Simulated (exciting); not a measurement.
**Core excitons at the Ba L₃ edge of BaO**

How far do the exchange and direct terms reshape the Ba L₃ edge of BaO?

Program: exciting sodium. Level of theory: X-ray absorption, core-level Bethe-Salpeter equation, exchange and statically screened direct term, Tamm-Dancoff, all-electron LAPW+lo LDA. Results are calculated unless marked as measured.

This is a report of a sequence of runs, with most program output left out.

The database entry behind the starting cell differs from later determinations by our own check (about 0.7 % short), so it need not match the best structure at ambient conditions.

**1. Set-up**

The structure is cubic, space group Fm-3m (No. 225). Conventional cell: a = 5.500 Å, b = 5.500 Å, c = 5.500 Å, α = 90.00°, β = 90.00°, γ = 90.00°. Ba has 6 O at 2.75 Å nearest. Nearest to O lie 6 Ba at 2.75 Å. Farther neighbours and most contacts between anions are not listed.

As a file:

```
Ba O
1.0
     0.00000    2.75000    2.75000
     2.75000    0.00000    2.75000
     2.75000    2.75000    0.00000
Ba O
1 1
Cartesian
  0.0000 0.0000 0.0000
  2.7500 2.7500 2.7500
```

Differences between curves are given as r.m.s. difference over r.m.s. height.

**2. Ground state**

The species files are the program's own, with muffin-tin radii set in the input.

Input file input.xml:

```
<input>
  <title>BaO</title>
  <structure speciespath="." autormt="false" epslat="1.0e-5">
    <crystal>
      <basevect>0.0000000000 5.1967468418 5.1967468418</basevect>
      <basevect>5.1967468418 0.0000000000 5.1967468418</basevect>
      <basevect>5.1967468418 5.1967468418 0.0000000000</basevect>
    </crystal>
    <species speciesfile="Ba.xml" rmt="2.464">
      <atom coord="0.0000000000 0.0000000000 0.0000000000"/>
    </species>
    <species speciesfile="O.xml" rmt="2.300">
      <atom coord="0.5000000000 0.5000000000 0.5000000000"/>
    </species>
  </structure>
  <groundstate do="fromscratch" xctype="LDA_PW" ngridk="4 4 4" rgkmax="7" gmaxvr="14" nempty="8" swidth="0.001" maxscl="100" epsengy="1e-5"/>
</input>
```

The run is started by

```
$ OMP_NUM_THREADS=1 mpirun -n 2 exciting
```

Run time: 21 s. Hardware: 2 MPI ranks of Arm Neoverse V1, shared host.

The warnings file holds hints only, no warning.

The mesh shows a gap of 1.83 eV. Core levels (Dirac, from the valence top):

| atom | level | energy (eV) |
| --- | --- | --- |
| Ba | 2p3/2 | -5149.2 |
| Ba | 3s1/2 | -1231.7 |
| Ba | 3p1/2 | -1089.4 |
| Ba | 3p3/2 | -1015.7 |
| Ba | 3d3/2 | -765.1 |
| Ba | 3d5/2 | -749.4 |
| Ba | 4s1/2 | -234.5 |
| Ba | 4p1/2 | -182.8 |
| Ba | 4p3/2 | -167.3 |
| O | 1s1/2 | -499.7 |

**3. A richer basis for the empty states**

Each species file gets more local orbitals, built from u and its energy derivative at 0.15 Ha and u at 0.9 Ha.

input.xml is that of step 2.

Input file SPECIES.xml, added lines:

```
<lo l="L">  <!-- L = 0, 1, 2, and 3 from Cs on -->
  <wf matchingOrder="0" trialEnergy="0.1500" searchE="false"/>
  <wf matchingOrder="1" trialEnergy="0.1500" searchE="false"/>
  <wf matchingOrder="0" trialEnergy="0.9000" searchE="false"/>
</lo>
```

The run is started by

```
$ OMP_NUM_THREADS=1 mpirun -n 2 exciting
```

Wall time 16 s (2 MPI ranks).

Against the first ground state the total energy moves by -22 meV an atom and the gap by -0.01 eV.

**4. Screening, kernels and BSE for Ba atom 1**

The absorber has 6 O at 2.75 Å (octahedral, site symmetry m-3m).

Edit input.xml of step 3 so:

```diff
@@ -15,3 +15,19 @@
   </structure>
-  <groundstate do="fromscratch" xctype="LDA_PW" ngridk="4 4 4" rgkmax="7" gmaxvr="14" nempty="8" swidth="0.001" maxscl="100" epsengy="1e-5"/>
+  <groundstate do="skip" xctype="LDA_PW" ngridk="4 4 4" rgkmax="7" gmaxvr="14" nempty="8" swidth="0.001" maxscl="100" epsengy="1e-5"/>
+  <xs xstype="BSE" ngridk="4 4 4" ngridq="4 4 4" vkloff="0.097 0.273 0.493" rgkmax="7" nempty="33" gqmax="3" lmaxapwwf="5" lmaxemat="3" broad="0.06100" tevout="true">
+    <energywindow intv="188.853 190.470" points="439"/>
+    <screening screentype="full" nempty="50"/>
+    <BSE xas="true" xasspecies="1" xasatom="1" xasedge="L3" bsetype="singlet" nstlxas="1 29"/>
+    <qpointset>
+      <qpoint>0 0 0</qpoint>
+    </qpointset>
+    <plan>
+      <doonly task="xsgeneigvec"/>
+      <doonly task="writepmatxs"/>
+      <doonly task="scrgeneigvec"/>
+      <doonly task="scrwritepmat"/>
+      <doonly task="screen"/>
+      <doonly task="scrcoulint"/>
+    </plan>
+  </xs>
 </input>
```

Input file input.xml for the exchange start (cutoff and plan only):

```
  gqmax="2"
  <plan>
    <doonly task="exccoulint"/>
  </plan>
```

Input file input.xml for the last start (plan only):

```
  <plan>
    <doonly task="bse"/>
  </plan>
```

The run is started by

```
$ OMP_NUM_THREADS=1 mpirun -n 2 exciting
$ OMP_NUM_THREADS=1 mpirun -n 2 exciting
$ OMP_NUM_THREADS=2 exciting
```

Wall time 24 min (2 MPI ranks).

Wall time by task: xsgeneigvec 5.1 s, writepmatxs 19 s, scrgeneigvec 2.9 s, scrwritepmat 2.7 s, screen 72 s, scrcoulint 6.4 min, exccoulint 9.8 min, bse 5.7 min.

The Ba L₃ spectrum of Ba atom 1 (energy from the Kohn–Sham onset, core level to the lowest empty state found on the meshes used, 5150.96 eV; the ground-state mesh sets it, and the shifted mesh has its lowest transition 0.20 eV above it; Im ε scaled to the maximum of the singlet run; cut below the end of the band set):

| E (eV) | Im ε |
| --- | --- |
| -12.0 | 0.03 |
| -11.5 | 0.03 |
| -11.0 | 0.03 |
| -10.5 | 0.03 |
| -10.0 | 0.04 |
| -9.5 | 0.04 |
| -9.0 | 0.04 |
| -8.5 | 0.05 |
| -8.0 | 0.05 |
| -7.5 | 0.06 |
| -7.0 | 0.06 |
| -6.5 | 0.07 |
| -6.0 | 0.08 |
| -5.5 | 0.09 |
| -5.0 | 0.11 |
| -4.5 | 0.12 |
| -4.0 | 0.15 |
| -3.5 | 0.18 |
| -3.0 | 0.22 |
| -2.5 | 0.28 |
| -2.0 | 0.36 |
| -1.5 | 0.46 |
| -1.0 | 0.57 |
| -0.5 | 0.67 |
| 0.0 | 0.73 |
| 0.5 | 0.77 |
| 1.0 | 0.82 |
| 1.5 | 0.89 |
| 2.0 | 0.96 |
| 2.5 | 1.00 |
| 3.0 | 0.96 |
| 3.5 | 0.87 |
| 4.0 | 0.76 |
| 4.5 | 0.68 |
| 5.0 | 0.61 |
| 5.5 | 0.56 |
| 6.0 | 0.52 |
| 6.5 | 0.49 |
| 7.0 | 0.47 |
| 7.5 | 0.44 |
| 8.0 | 0.40 |
| 8.5 | 0.36 |
| 9.0 | 0.32 |
| 9.5 | 0.30 |
| 10.0 | 0.28 |
| 10.5 | 0.27 |
| 11.0 | 0.27 |
| 11.5 | 0.26 |
| 12.0 | 0.27 |
| 12.5 | 0.27 |
| 13.0 | 0.28 |
| 13.5 | 0.29 |
| 14.0 | 0.29 |
| 14.5 | 0.29 |
| 15.0 | 0.29 |
| 15.5 | 0.29 |
| 16.0 | 0.30 |
| 16.5 | 0.31 |
| 17.0 | 0.33 |
| 17.5 | 0.33 |
| 18.0 | 0.33 |
| 18.5 | 0.32 |
| 19.0 | 0.31 |
| 19.5 | 0.30 |
| 20.0 | 0.30 |
| 20.5 | 0.30 |
| 21.0 | 0.30 |
| 21.5 | 0.31 |
| 22.0 | 0.31 |
| 22.5 | 0.32 |
| 23.0 | 0.32 |
| 23.5 | 0.32 |
| 24.0 | 0.31 |
| 24.5 | 0.29 |
| 25.0 | 0.27 |
| 25.5 | 0.26 |
| 26.0 | 0.24 |
| 26.5 | 0.23 |
| 27.0 | 0.23 |

Maxima (height): 2.5 eV (1.00), 17.5 eV (0.33) and 22.9 eV (0.32).

The Hamiltonian has 7424 rows. The lowest groups of eigenvalues and the brightest ones, on the scale above (the program counts from the shifted mesh's onset, 0.20 eV higher). Core spinors bring spin-forbidden partners, so dark means forbidden by spin or by symmetry, and the shifted mesh splits states that symmetry would keep together:

| energy (eV) | states within 10 meV | relative strength |
| --- | --- | --- |
| -4.990 | 4 | dark |
| -4.878 | 6 | dark |
| -4.867 | 6 | dark |
| -4.857 | 6 | dark |
| -4.841 | 2 | dark |
| -4.831 | 4 | dark |
| -0.683 | 4 | 0.41 |
| -0.592 | 8 | 1.00 |
| 0.225 | 4 | 0.14 |
| 0.437 | 4 | 0.15 |
| 2.463 | 4 | 0.82 |
| 2.542 | 4 | 0.48 |
| 2.643 | 4 | 0.23 |

**5. Independent particles**

Edit input.xml of step 4 so:

```diff
@@ -19,3 +19,3 @@
     <screening screentype="full" nempty="50"/>
-    <BSE xas="true" xasspecies="1" xasatom="1" xasedge="L3" bsetype="singlet" nstlxas="1 29"/>
+    <BSE xas="true" xasspecies="1" xasatom="1" xasedge="L3" bsetype="IP" nstlxas="1 29"/>
     <qpointset>
@@ -24,8 +24,3 @@
     <plan>
-      <doonly task="xsgeneigvec"/>
-      <doonly task="writepmatxs"/>
-      <doonly task="scrgeneigvec"/>
-      <doonly task="scrwritepmat"/>
-      <doonly task="screen"/>
-      <doonly task="scrcoulint"/>
+      <doonly task="bse"/>
     </plan>
```

The run is started by

```
$ OMP_NUM_THREADS=2 exciting
```

Run time: 3 s. Hardware: 2 threads.

Maxima (height): 7.2 eV (0.75), 14.7 eV (0.34), 19.1 eV (0.40) and 24.9 eV (0.42). The spectrum differs from the singlet run by 58 % r.m.s. Moving the earlier curve by +4.6 eV leaves 19 %. The highest maximum lies at 7.2 eV (0.75), against 2.5 eV (1.00).

**6. Exchange alone**

Edit input.xml of step 5 so:

```diff
@@ -19,3 +19,3 @@
     <screening screentype="full" nempty="50"/>
-    <BSE xas="true" xasspecies="1" xasatom="1" xasedge="L3" bsetype="IP" nstlxas="1 29"/>
+    <BSE xas="true" xasspecies="1" xasatom="1" xasedge="L3" bsetype="RPA" nstlxas="1 29"/>
     <qpointset>
```

The run is started by

```
$ OMP_NUM_THREADS=2 exciting
```

Elapsed: 5.8 min, on 2 threads.

Maxima (height): 7.2 eV (0.75), 14.7 eV (0.34), 19.1 eV (0.40) and 24.9 eV (0.42). The spectrum is that of the independent-particle run within 1 %.

**7. Direct term alone**

Edit input.xml of step 6 so:

```diff
@@ -19,3 +19,3 @@
     <screening screentype="full" nempty="50"/>
-    <BSE xas="true" xasspecies="1" xasatom="1" xasedge="L3" bsetype="RPA" nstlxas="1 29"/>
+    <BSE xas="true" xasspecies="1" xasatom="1" xasedge="L3" bsetype="triplet" nstlxas="1 29"/>
     <qpointset>
```

The run is started by

```
$ OMP_NUM_THREADS=2 exciting
```

The job ended after 5.8 min (2 threads).

Maxima (height): 2.5 eV (1.00), 17.5 eV (0.33) and 22.9 eV (0.32). The spectrum is that of the singlet run within 1 %.

**8. Broadening**

Changed against the first singlet run: half width (eV) from 1.66 to 4.98.

Edit input.xml of step 7 so:

```diff
@@ -16,6 +16,6 @@
   <groundstate do="skip" xctype="LDA_PW" ngridk="4 4 4" rgkmax="7" gmaxvr="14" nempty="8" swidth="0.001" maxscl="100" epsengy="1e-5"/>
-  <xs xstype="BSE" ngridk="4 4 4" ngridq="4 4 4" vkloff="0.097 0.273 0.493" rgkmax="7" nempty="33" gqmax="3" lmaxapwwf="5" lmaxemat="3" broad="0.06100" tevout="true">
+  <xs xstype="BSE" ngridk="4 4 4" ngridq="4 4 4" vkloff="0.097 0.273 0.493" rgkmax="7" nempty="33" gqmax="3" lmaxapwwf="5" lmaxemat="3" broad="0.18301" tevout="true">
     <energywindow intv="188.853 190.470" points="439"/>
     <screening screentype="full" nempty="50"/>
-    <BSE xas="true" xasspecies="1" xasatom="1" xasedge="L3" bsetype="triplet" nstlxas="1 29"/>
+    <BSE xas="true" xasspecies="1" xasatom="1" xasedge="L3" bsetype="singlet" nstlxas="1 29"/>
     <qpointset>
```

The run is started by

```
$ OMP_NUM_THREADS=2 exciting
```

The job ended after 5.9 min (2 threads).

The spectrum differs from the singlet run by 33 % r.m.s. The highest maximum lies at 2.6 eV (0.53), against 2.5 eV (1.00). Only the width of each line changes; the area stays. A table step wider than the lines misses their tops.

| E (eV) | first run | this run |
| --- | --- | --- |
| -12.0 | 0.03 | 0.07 |
| -11.0 | 0.03 | 0.08 |
| -10.0 | 0.04 | 0.09 |
| -9.0 | 0.04 | 0.11 |
| -8.0 | 0.05 | 0.13 |
| -7.0 | 0.06 | 0.15 |
| -6.0 | 0.08 | 0.17 |
| -5.0 | 0.11 | 0.21 |
| -4.0 | 0.15 | 0.25 |
| -3.0 | 0.22 | 0.30 |
| -2.0 | 0.36 | 0.35 |
| -1.0 | 0.57 | 0.41 |
| 0.0 | 0.73 | 0.46 |
| 1.0 | 0.82 | 0.50 |
| 2.0 | 0.96 | 0.52 |
| 3.0 | 0.96 | 0.53 |
| 4.0 | 0.76 | 0.51 |
| 5.0 | 0.61 | 0.48 |
| 6.0 | 0.52 | 0.45 |
| 7.0 | 0.47 | 0.42 |
| 8.0 | 0.40 | 0.39 |
| 9.0 | 0.32 | 0.36 |
| 10.0 | 0.28 | 0.34 |
| 11.0 | 0.27 | 0.32 |
| 12.0 | 0.27 | 0.31 |
| 13.0 | 0.28 | 0.30 |
| 14.0 | 0.29 | 0.29 |
| 15.0 | 0.29 | 0.29 |
| 16.0 | 0.30 | 0.29 |
| 17.0 | 0.33 | 0.28 |
| 18.0 | 0.33 | 0.28 |
| 19.0 | 0.31 | 0.28 |
| 20.0 | 0.30 | 0.27 |
| 21.0 | 0.30 | 0.27 |
| 22.0 | 0.31 | 0.26 |
| 23.0 | 0.32 | 0.25 |
| 24.0 | 0.31 | 0.24 |
| 25.0 | 0.27 | 0.23 |
| 26.0 | 0.24 | 0.22 |
| 27.0 | 0.23 | 0.21 |

**9. A changed run**

In this try the input is made faulty on purpose, to show what that does.

Edit input.xml of step 8 so:

```diff
@@ -16,5 +16,5 @@
   <groundstate do="skip" xctype="LDA_PW" ngridk="4 4 4" rgkmax="7" gmaxvr="14" nempty="8" swidth="0.001" maxscl="100" epsengy="1e-5"/>
-  <xs xstype="BSE" ngridk="4 4 4" ngridq="4 4 4" vkloff="0.097 0.273 0.493" rgkmax="7" nempty="33" gqmax="3" lmaxapwwf="5" lmaxemat="3" broad="0.18301" tevout="true">
+  <xs xstype="BSE" ngridk="4 4 4" ngridq="4 4 4" vkloff="0.097 0.273 0.493" rgkmax="7" nempty="33" gqmax="3" lmaxapwwf="5" lmaxemat="3" broad="0.06100" tevout="true">
     <energywindow intv="188.853 190.470" points="439"/>
-    <screening screentype="full" nempty="50"/>
+    <screening screentype="full" nempty="8"/>
     <BSE xas="true" xasspecies="1" xasatom="1" xasedge="L3" bsetype="singlet" nstlxas="1 29"/>
@@ -24,3 +24,6 @@
     <plan>
-      <doonly task="bse"/>
+      <doonly task="scrgeneigvec"/>
+      <doonly task="scrwritepmat"/>
+      <doonly task="screen"/>
+      <doonly task="scrcoulint"/>
     </plan>
```

Input file input.xml for the last start (plan only):

```
  <plan>
    <doonly task="bse"/>
  </plan>
```

The run is started by

```
$ OMP_NUM_THREADS=1 mpirun -n 2 exciting
$ OMP_NUM_THREADS=2 exciting
```

Elapsed: 13 min, on 2 MPI ranks.

The input has a fault: far too few empty states in the screening. Against the singlet run the r.m.s. difference is 28 %. Moving the earlier curve by -1.3 eV leaves 11 %. The highest maximum lies at 1.3 eV (1.11), against 2.5 eV (1.00). The first bright state moves from -0.68 to -1.17 eV. Too few states underscreen, so the attraction is too strong.

| E (eV) | first run | this run |
| --- | --- | --- |
| -12.0 | 0.03 | 0.03 |
| -11.0 | 0.03 | 0.04 |
| -10.0 | 0.04 | 0.05 |
| -9.0 | 0.04 | 0.06 |
| -8.0 | 0.05 | 0.07 |
| -7.0 | 0.06 | 0.09 |
| -6.0 | 0.08 | 0.12 |
| -5.0 | 0.11 | 0.16 |
| -4.0 | 0.15 | 0.24 |
| -3.0 | 0.22 | 0.39 |
| -2.0 | 0.36 | 0.66 |
| -1.0 | 0.57 | 0.91 |
| 0.0 | 0.73 | 0.97 |
| 1.0 | 0.82 | 1.09 |
| 2.0 | 0.96 | 1.02 |
| 3.0 | 0.96 | 0.75 |
| 4.0 | 0.76 | 0.56 |
| 5.0 | 0.61 | 0.46 |
| 6.0 | 0.52 | 0.41 |
| 7.0 | 0.47 | 0.38 |
| 8.0 | 0.40 | 0.32 |
| 9.0 | 0.32 | 0.27 |
| 10.0 | 0.28 | 0.24 |
| 11.0 | 0.27 | 0.24 |
| 12.0 | 0.27 | 0.24 |
| 13.0 | 0.28 | 0.26 |
| 14.0 | 0.29 | 0.26 |
| 15.0 | 0.29 | 0.26 |
| 16.0 | 0.30 | 0.27 |
| 17.0 | 0.33 | 0.30 |
| 18.0 | 0.33 | 0.29 |
| 19.0 | 0.31 | 0.27 |
| 20.0 | 0.30 | 0.27 |
| 21.0 | 0.30 | 0.28 |
| 22.0 | 0.31 | 0.28 |
| 23.0 | 0.32 | 0.28 |
| 24.0 | 0.31 | 0.26 |
| 25.0 | 0.27 | 0.23 |
| 26.0 | 0.24 | 0.21 |
| 27.0 | 0.23 | 0.19 |

**10. The levels of theory side by side**

| level | curve passes 0.15 (eV) | highest maximum (eV) | its height |
| --- | --- | --- | --- |
| IP | -0.1 | 7.2 | 0.75 |
| RPA | -0.1 | 7.2 | 0.75 |
| direct only | -3.9 | 2.5 | 1.00 |
| singlet | -3.9 | 2.5 | 1.00 |

| E (eV) | IP | RPA | direct only | singlet |
| --- | --- | --- | --- | --- |
| -12.0 | 0.02 | 0.02 | 0.03 | 0.03 |
| -11.0 | 0.02 | 0.02 | 0.03 | 0.03 |
| -10.0 | 0.02 | 0.02 | 0.04 | 0.04 |
| -9.0 | 0.02 | 0.02 | 0.04 | 0.04 |
| -8.0 | 0.03 | 0.03 | 0.05 | 0.05 |
| -7.0 | 0.03 | 0.03 | 0.06 | 0.06 |
| -6.0 | 0.03 | 0.03 | 0.08 | 0.08 |
| -5.0 | 0.04 | 0.04 | 0.11 | 0.11 |
| -4.0 | 0.05 | 0.05 | 0.15 | 0.15 |
| -3.0 | 0.06 | 0.06 | 0.22 | 0.22 |
| -2.0 | 0.08 | 0.08 | 0.36 | 0.36 |
| -1.0 | 0.11 | 0.11 | 0.57 | 0.57 |
| 0.0 | 0.16 | 0.16 | 0.73 | 0.73 |
| 1.0 | 0.23 | 0.23 | 0.82 | 0.82 |
| 2.0 | 0.33 | 0.33 | 0.96 | 0.96 |
| 3.0 | 0.43 | 0.43 | 0.96 | 0.96 |
| 4.0 | 0.54 | 0.54 | 0.76 | 0.76 |
| 5.0 | 0.66 | 0.66 | 0.61 | 0.61 |
| 6.0 | 0.73 | 0.73 | 0.52 | 0.52 |
| 7.0 | 0.75 | 0.75 | 0.47 | 0.47 |
| 8.0 | 0.74 | 0.74 | 0.40 | 0.40 |
| 9.0 | 0.68 | 0.68 | 0.32 | 0.32 |
| 10.0 | 0.53 | 0.53 | 0.28 | 0.28 |
| 11.0 | 0.42 | 0.42 | 0.27 | 0.27 |
| 12.0 | 0.36 | 0.36 | 0.27 | 0.27 |
| 13.0 | 0.33 | 0.33 | 0.28 | 0.28 |
| 14.0 | 0.34 | 0.34 | 0.29 | 0.29 |
| 15.0 | 0.34 | 0.34 | 0.29 | 0.29 |
| 16.0 | 0.33 | 0.33 | 0.30 | 0.30 |
| 17.0 | 0.33 | 0.33 | 0.33 | 0.33 |
| 18.0 | 0.37 | 0.37 | 0.33 | 0.33 |
| 19.0 | 0.40 | 0.40 | 0.31 | 0.31 |
| 20.0 | 0.39 | 0.39 | 0.30 | 0.30 |
| 21.0 | 0.38 | 0.38 | 0.30 | 0.30 |
| 22.0 | 0.37 | 0.37 | 0.31 | 0.31 |
| 23.0 | 0.38 | 0.38 | 0.32 | 0.32 |
| 24.0 | 0.40 | 0.40 | 0.31 | 0.31 |
| 25.0 | 0.42 | 0.42 | 0.27 | 0.27 |
| 26.0 | 0.39 | 0.39 | 0.24 | 0.24 |
| 27.0 | 0.36 | 0.36 | 0.23 | 0.23 |

**11. What came out**

```json
{
 "absorber and edge": "Ba L₃, atom 1",
 "surroundings": "6 O at 2.75 Å (octahedral, site symmetry m-3m)",
 "first bright state": "-0.68 eV from the Kohn–Sham onset, on this mesh",
 "highest maximum": "2.5 eV",
 "cost of the BSE run": "24 min on 2 MPI ranks of Arm Neoverse V1, shared host; the last task ran on as many threads"
}
```

In words: Is a core exciton bound? Yes on this mesh: the first bright state (over 5 % of the brightest) lies at -0.68 eV from the Kohn–Sham onset and at -0.89 eV from the lowest bare transition of its own mesh; weaker or dark states reach down to -4.99 eV. Changing the half width (eV) from 1.66 to 4.98 alters the spectrum by 33 % r.m.s. Exchange alone changes the independent-particle spectrum by 0.0 % r.m.s. Leaving exchange out of the full kernel changes the spectrum by 0.0 % r.m.s. A mesh of 64 points doesn't converge binding energies, and fine structure above the first lines is partly noise of the mesh. Exchange and the short-range direct term aren't converged in the kernel cutoff. The zero comes from the unshifted 4×4×4 ground-state mesh; it is exact only where the band minimum lies on that mesh. The conduction states carry no spin here, so the exchange coupling to the spinor core hole is only partly held. This core level is treated alone, with no coupling to its spin–orbit partner. The Kohn–Sham onset, 5151 eV, is no photon energy (tabulated edge of the element: 5247 eV): the scale needs a rigid shift. No quasiparticle correction widens the gap or stretches the bands. Vibrations and energy-dependent lifetimes are left out. The structure is a published determination, not relaxed.

[Logs are printed without paths, hosts, clocks, repeated set-up lines and the standing remarks that a program may print on its own settings, such as how far it seeks lower states.]

[Hosts, paths, dates, database ids (printed as entryN), source tags and the programs' standing remarks are cut or masked in the printed files.]
